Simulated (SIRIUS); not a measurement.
# WS2 in SIRIUS: single point with PBEsol

Aim: the single point of WS2 with PBEsol.

Everything below comes from runs of SIRIUS 7.10.0. Logs are shortened: lines on timing, memory, paths and dates and some standing lists are left out, and cuts for length are marked. The log counts tension as positive stress, the text compression.

**1. The undisturbed crystal**

The cell holds a slab with vacuum, 3 atoms: a = 3.184 Å, b = 3.184 Å, c = 16.951 Å, α = 90.00°, β = 90.00°, γ = 120.00°.

**2. Single point, PBEsol (atoms moved at random, drawn with an rms of 0.05 Å)**

sirius.json reads:

```json
{
  "control": {
    "processing_unit": "cpu",
    "verbosity": 2,
    "num_bands_to_print": 21,
    "print_forces": true,
    "print_stress": true
  },
  "parameters": {
    "electronic_structure_method": "pseudopotential",
    "xc_functionals": ["XC_GGA_X_PBE_SOL", "XC_GGA_C_PBE_SOL"],
    "gk_cutoff": 8.7,
    "pw_cutoff": 17.4,
    "ngridk": [10, 10, 2],
    "shiftk": [0, 0, 0],
    "smearing": "fermi_dirac",
    "smearing_width": 0.0018374661,
    "num_bands": 21,
    "num_mag_dims": 0,
    "num_dft_iter": 100,
    "energy_tol": 1e-08,
    "density_tol": 1e-06
  },
  "iterative_solver": {
    "type": "davidson",
    "min_tolerance": 1e-09,
    "tolerance_scale": [0.1, 0.25]
  },
  "mixer": {
    "type": "anderson",
    "beta": 0.7,
    "max_history": 8
  },
  "settings": {
    "tol_ne": 1e-10,
    "pseudo_grid_cutoff": 6.5
  },
  "unit_cell": {
    "lattice_vectors": [
      [6.015974024595, 0.0, 0.0],
      [-3.007987012297, 5.209986333681, 0.0],
      [0.0, 0.0, 32.031949866237]
    ],
    "atom_coordinate_units": "lattice",
    "atom_types": ["W", "S"],
    "atom_files": {
      "S": "S.json",
      "W": "W.json"
    },
    "atoms": {
      "W": [
        [-0.002252, 0.000959, -0.002354]
      ],
      "S": [
        [0.339847, 0.659467, 0.092874],
        [0.331534, 0.658482, 0.908785]
      ]
    }
  }
}
```

Potentials or basis: PseudoDojo 0.4.1 PBEsol standard (scalar relativistic).

Command:

```sh
$ upf_to_json S.upf
$ upf_to_json W.upf
$ OMP_NUM_THREADS=1 sirius.scf --input=sirius.json --output=out.json --task=0
```

The log of the run:

```text
[info] SIRIUS version : 7.10.0
[info] number of MPI ranks           : 1
[info] MPI grid                      : 1 1
[info] maximum number of OMP threads : 1
[fft] FFT context for density and potential
[fft] =====================================
[fft]   comm size                             : 1
[fft]   plane wave cutoff                     : 17.4
[fft]   grid size                             : 36 36 180   total : 233280
[fft]   grid limits                           : -17 18   -17 18   -89 90
[fft]   number of G-vectors within the cutoff : 44651
[fft]   local number of G-vectors             : 44651
[fft]   number of G-shells                    : 4591
[fft] FFT context for coarse grid
[fft] =====================================
[fft]   comm size                             : 1
[fft]   plane wave cutoff                     : 17.4
[fft]   grid size                             : 36 36 180   total : 233280
[fft]   grid limits                           : -17 18   -17 18   -89 90
[fft]   number of G-vectors within the cutoff : 44651
[fft]   local number of G-vectors             : 44651
[fft]   number of G-shells                    : 4591
[unit cell] lattice vectors
[unit cell]   a1 :       6.0159740246      0.0000000000      0.0000000000
[unit cell]   a2 :      -3.0079870123      5.2099863337      0.0000000000
[unit cell]   a3 :       0.0000000000      0.0000000000     32.0319498662
[unit cell] reciprocal lattice vectors
[unit cell]   b1 :       1.0444169608      0.6029944135     -0.0000000000
[unit cell]   b2 :       0.0000000000      1.2059888270      0.0000000000
[unit cell]   b3 :       0.0000000000     -0.0000000000      0.1961536945
[unit cell] unit cell volume :      1003.98196767 [a.u.^3]
[unit cell] 1/sqrt(omega)    :         0.03156000
[unit cell] MT volume        :         0.00000000 ( 0.00%)
[unit cell] IT volume        :      1003.98196767 (100.00%)
[unit cell] number of atom types : 2
[unit cell] type id : 0 symbol :  W mt_radius :  13.950000 num_atoms : 1
[unit cell] type id : 1 symbol :  S mt_radius :  11.450000 num_atoms : 2
[unit cell] total number of atoms : 3
[unit cell] number of symmetry classes : 3
[unit cell] number of PAW atoms : 0
[unit cell] atom id  type id  class id             position                      vector_field
[unit cell] ------------------------------------------------------------------------------------------
[unit cell]      0        0        0     -0.00225   0.00096  -0.00235      0.00000   0.00000   0.00000
[unit cell]      1        1        1      0.33985   0.65947   0.09287      0.00000   0.00000   0.00000
[unit cell]      2        1        2      0.33153   0.65848   0.90878      0.00000   0.00000   0.00000
[unit cell] atom id         position (Cartesian, a.u.)
[unit cell] ---------------------------------------------
[unit cell]      0      -0.016433    0.004996   -0.075403
[unit cell]      1       0.060843    3.435814    2.974935
[unit cell]      2       0.013795    3.430682   29.110156
[unit cell] class id : 0 atom id : 0
[unit cell] class id : 1 atom id : 1
[unit cell] class id : 2 atom id : 2
[unit cell] minimum bond length:     4.454007
[unit cell] total number of pseudo wave-functions: 18
[sym] space group number   : 1
[sym] international symbol : P1
[sym] Hall symbol          : P 1
[sym] space group transformation matrix :
[sym]   1.0000 -1.0000  0.0000
[sym]   1.0000 -0.0000  0.0000
[sym]   0.0000  0.0000  1.0000
[sym] space group origin shift :
[sym]   0.0000  0.0000  0.0000
[sym] number of space group operations  : 1
[sym] number of magnetic group operations : 1
[... 259 lines left out ...]
[find] Free energy (E-TS)             :     -97.96136896 (Ha),    -195.92273793 (Ry)
[find] band gap (eV)                  :       1.91069135
[find] Efermi                         :       0.04401065
[find] iteration : 8, RMS : 1.699482876704e-06, energy difference : -1.346023168480e-07
[find] Hartree energy of density residual : 1.034627722713e-08
[find] | SCF iteration   9 out of 100|
[diagonalize] iterative solver tolerance (occupied, empty): 5.85706e-09 5.85706e-09
[diagonalize] average number of iterations: 6.07692
[find] Total energy                   :     -97.96136899 (Ha),    -195.92273798 (Ry)
[find] Free energy (E-TS)             :     -97.96136899 (Ha),    -195.92273798 (Ry)
[find] band gap (eV)                  :       1.91063522
[find] Efermi                         :       0.04401024
[find] iteration : 9, RMS : 8.500285440500e-07, energy difference : -2.927203013314e-08
[find] Hartree energy of density residual : 6.862819407370e-09
[find] bands are converged : false
[find] iterative solver converged : false
[find] +------------------------------+
[find] | SCF iteration  10 out of 100|
[find] +------------------------------+
[diagonalize] iterative solver tolerance (occupied, empty): 1.46427e-09 1.46427e-09
[diagonalize] average number of iterations: 5.21154
[diagonalize] Lowest band energies
[diagonalize] ik:    0   -2.710499   -1.396507   -1.390805   -1.390506   -0.534412   -0.472046   -0.225407   -0.101340   -0.098700   -0.068487   -0.056624   -0.044037    0.009846    0.104395    0.113609    0.126718    0.127915    0.191793    0.213513    0.214907    0.257726
[diagonalize] ik:    1   -2.710440   -1.396290   -1.391924   -1.390874   -0.528328   -0.469879   -0.218223   -0.115172   -0.095307   -0.088269   -0.057703   -0.041807    0.006234    0.101542    0.109110    0.118662    0.130790    0.207716    0.222010    0.231685    0.266930
[diagonalize] ik:    2   -2.710286   -1.395731   -1.395028   -1.391619   -0.511438   -0.463875   -0.200427   -0.146636   -0.117886   -0.087005   -0.069344   -0.045640   -0.010114    0.091480    0.105165    0.118069    0.150074    0.230795    0.242303    0.269216    0.298678
[diagonalize] ik:    3   -2.710096   -1.398845   -1.395009   -1.392520   -0.488004   -0.455593   -0.198450   -0.160137   -0.147225   -0.100732   -0.059059   -0.055492   -0.031264    0.097743    0.101927    0.136805    0.169809    0.253670    0.269940    0.277759    0.310349
[diagonalize] ik:    4   -2.709942   -1.401873   -1.394437   -1.393243   -0.466098   -0.447659   -0.221294   -0.170843   -0.153294   -0.113380   -0.066679   -0.044083   -0.031247    0.106372    0.115685    0.152331    0.181489    0.223962    0.283343    0.287333    0.327589
[diagonalize] ...
[diagonalize] ik:   99   -2.709883   -1.402461   -1.394227   -1.394109   -0.457184   -0.443784   -0.224302   -0.181516   -0.150738   -0.117311   -0.068961   -0.066703   -0.016424    0.107115    0.128087    0.162836    0.171219    0.213929    0.304315    0.310587    0.342026
[diagonalize] ik:  100   -2.709884   -1.401037   -1.395556   -1.394221   -0.458087   -0.442891   -0.207429   -0.185078   -0.145059   -0.120085   -0.106026   -0.062150   -0.014170    0.098489    0.128356    0.140696    0.190634    0.251486    0.306058    0.320909    0.340490
[diagonalize] ik:  101   -2.709885   -1.400844   -1.395700   -1.394237   -0.458680   -0.442188   -0.206465   -0.185767   -0.147128   -0.121949   -0.104894   -0.060067   -0.013568    0.098795    0.128184    0.139454    0.189465    0.250114    0.308651    0.320916    0.340408
[diagonalize] ik:  102   -2.709886   -1.402106   -1.394359   -1.394245   -0.458695   -0.442033   -0.222264   -0.183740   -0.153583   -0.121546   -0.066732   -0.063421   -0.014812    0.108511    0.127532    0.155969    0.173394    0.212661    0.305423    0.310457    0.342092
[diagonalize] ik:  103   -2.709886   -1.402724   -1.394254   -1.393694   -0.458588   -0.442074   -0.230031   -0.182168   -0.155927   -0.121211   -0.065411   -0.038563   -0.022337    0.113368    0.128482    0.151288    0.184953    0.193756    0.285302    0.298600    0.342917
[find] Charges and magnetic moments
[find] --------------------------------------------------------------------------------
[find] total charge          : 26.000000
[find] Energy
[find] --------------------------------------------------------------------------------
[find] valence_eval_sum               :     -17.19985698
[find] <rho|V^{XC}>                   :     -17.49340698
[find] <rho|E^{XC}>                   :     -22.78925223
[find] <mag|B^{XC}>                   :       0.00000000
[find] <rho|V^{H}>                    :     432.54719199
[find] one-electron contribution      :    -432.25364199 (Ha),    -864.50728398 (Ry)
[find] hartree contribution           :     216.27359600
[find] xc contribution                :     -22.78925223
[find] ewald contribution             :     140.80784925
[find] PAW contribution               :       0.00000000
[find] smearing (-TS)                 :      -0.00000000
[find] SCF correction                 :       0.00007997
[find] Total energy                   :     -97.96136900 (Ha),    -195.92273800 (Ry)
[find] Free energy (E-TS)             :     -97.96136900 (Ha),    -195.92273800 (Ry)
[find] band gap (eV)                  :       1.91071909
[find] Efermi                         :       0.04401155
[find] iteration : 10, RMS : 2.900154668094e-07, energy difference : -9.593122740625e-09
[find] Hartree energy of density residual : 2.644633580768e-10
[find] bands are converged : false
[find] iterative solver converged : true
[find] converged after 11 SCF iterations!
[find] Charges and magnetic moments
[find] --------------------------------------------------------------------------------
[find] total charge          : 26.000000
[find] Energy
[find] --------------------------------------------------------------------------------
[find] valence_eval_sum               :     -17.19985698
[find] <rho|V^{XC}>                   :     -17.49340698
[find] <rho|E^{XC}>                   :     -22.78925223
[find] <mag|B^{XC}>                   :       0.00000000
[find] <rho|V^{H}>                    :     432.54719199
[find] one-electron contribution      :    -432.25364199 (Ha),    -864.50728398 (Ry)
[find] hartree contribution           :     216.27359600
[find] xc contribution                :     -22.78925223
[find] ewald contribution             :     140.80784925
[find] PAW contribution               :       0.00000000
[find] smearing (-TS)                 :      -0.00000000
[find] SCF correction                 :       0.00007997
[find] Total energy                   :     -97.96136900 (Ha),    -195.92273800 (Ry)
[find] Free energy (E-TS)             :     -97.96136900 (Ha),    -195.92273800 (Ry)
[find] band gap (eV)                  :       1.91071909
[find] Efermi                         :       0.04401155
[ground_state] === stress tensor components [kbar] ===
[ground_state] === stress_kin ===
[ground_state] -5465.229474    1.559462    3.463931
[ground_state]     1.559462-5462.877608    0.772211
[ground_state]     3.463931    0.772211-5517.571081
[ground_state] === stress_har ===
[ground_state] -61120.381790  -28.869753    6.380333
[ground_state]   -28.869753-61170.066695    2.004868
[ground_state]     6.380333    2.00486858912.935279
[ground_state] === stress_ewald ===
[ground_state] -56337.164648  -83.477730   21.231383
[ground_state]   -83.477730-56482.517940    8.724745
[ground_state]    21.231383    8.72474571556.895589
[ground_state] === stress_vloc ===
[ground_state] 127189.240041  110.203356  -28.757624
[ground_state]   110.203356127380.415827  -10.382845
[ground_state]   -28.757624  -10.382845-120682.170786
[ground_state] === stress_xc ===
[ground_state] -1531.972251   -0.063114    0.034990
[ground_state]    -0.063114-1532.083696    0.012098
[ground_state]     0.034990    0.012098-1530.266111
[ground_state] === stress_core ===
[ground_state]  3119.857687    0.111611   -0.089112
[ground_state]     0.111611 3120.065034   -0.031040
[ground_state]    -0.089112   -0.031040 3121.197996
[ground_state] === stress_nonloc ===
[ground_state] -5839.676420   -1.225502    0.917293
[ground_state]    -1.225502-5841.896753    0.278030
[ground_state]     0.917293    0.278030-5857.518601
[ground_state] === stress_us_nl ===
[ground_state] -5839.676420   -1.225502    0.917293
[ground_state]    -1.225502-5841.896753    0.278030
[ground_state]     0.917293    0.278030-5857.518601
[ground_state] === stress_total ===
[ground_state]    14.673144   -1.761669    3.181195
[ground_state]    -1.761669   11.038170    1.378067
[ground_state]     3.181195    1.378067    3.502285
[ground_state] ==== total Forces in Ha/bohr =====
[ground_state] atom:    0, force:       0.0110241     -0.0098782      0.0333837
[ground_state] atom:    1, force:      -0.0071629      0.0039707     -0.0180629
[ground_state] atom:    2, force:      -0.0038612      0.0059075     -0.0153178
[ground_state] ==== ultrasoft contribution from Qij =====
[ground_state] atom:    0, force:       0.0000000      0.0000000      0.0000000
[ground_state] atom:    1, force:       0.0000000      0.0000000      0.0000000
[ground_state] atom:    2, force:       0.0000000      0.0000000      0.0000000
[ground_state] ==== non-local contribution from Beta-projector =====
[ground_state] atom:    0, force:      -0.0027975      0.0019855     -0.0063537
[ground_state] atom:    1, force:      -0.0072107      0.0041405     -0.1452270
[ground_state] atom:    2, force:      -0.0040772      0.0060991      0.1251188
[ground_state] ==== contribution from local potential =====
[ground_state] atom:    0, force:      -0.0558704      0.0521214      0.1128967
[ground_state] atom:    1, force:       0.0451472     -0.0254329    -16.9657940
[ground_state] atom:    2, force:       0.0233197     -0.0376162     16.8760951
[ground_state] ==== contribution from core density =====
[ground_state] atom:    0, force:       0.0008025     -0.0006672      0.0017898
[ground_state] atom:    1, force:       0.0004407     -0.0002517      0.0030113
[ground_state] atom:    2, force:       0.0002454     -0.0003785     -0.0014998
[ground_state] ==== Ewald forces from ions =====
[ground_state] atom:    0, force:       0.0688889     -0.0633180     -0.0749251
[ground_state] atom:    1, force:      -0.0455398      0.0255150     17.0899388
[ground_state] atom:    2, force:      -0.0233490      0.0378030    -17.0150136
[~DFT_ground_state] local op. applied: 86766
[~DFT_ground_state] evp. work count: 18354.4
[~DFT_ground_state] number of iterative solver steps: 10767
```

It took 15 min on 1 thread of Arm Neoverse V1, shared host; peak memory 3.2 GiB.

What came out:

- Free energy: -2665.6646 eV
- Largest force: 1.878 eV/Å
- Band gap on the k mesh: 1.91 eV

Forces on the atoms (eV/Å):
```
W    0.567 -0.508  1.717
S   -0.368  0.204 -0.929
S   -0.199  0.304 -0.788
```

Caveat: spin-orbit coupling is left out, which moves the levels of the heavy elements.
